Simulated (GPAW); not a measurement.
SnSe, 4 atoms in the cell. Symmetry: Cmcm, No. 63, orthorhombic system. The conventional cell has a = 4.310 Å, b = 11.705 Å, c = 4.318 Å, α = 90.00°, β = 90.00°, γ = 90.00°. Sn (site symmetry m2m) is surrounded by 5 Se at 2.76 to 3.06 Å. Se (site symmetry m2m) has 5 Sn at 2.76 to 3.06 Å as nearest neighbours. 

```yaml
Program: GPAW 26.7.0
Task: wannier90
Functional: LDA
Potentials_or_basis: PAW data sets generated in the run's folder for this functional
Cutoff: 600 eV
Basis: pw
k_mesh: 7 × 7 × 6
Occupations: fermi-dirac, width 0.05 eV
Spin: no spin polarisation
Maxiter: 150
k_mesh_for_the_Wannier_functions: 5 × 5 × 5
Dis_froz_max: 3
Extra_bands: 4
Num_iter: 0
Band_path: GXSRAZGYX1A1TY,ZT
Wannier_code: Wannier90 3.1.0
```

Potentials or basis: PAW data sets generated in the run's folder for this functional, pw.

Launch:

```console
$ gpaw-setup -f LDA Se Sn
$ OMP_NUM_THREADS=1 python run.py
```

Hardware: 1 thread of Arm Neoverse V1, with other jobs on the host.

Problem. How long does it take, and how much memory?

Solution. Wall time 11 min on 1 thread of Arm Neoverse V1, on a shared host, peak memory 2.7 GiB. Counts: scf iterations 27, plane waves 3663, bands 33, k points 88.
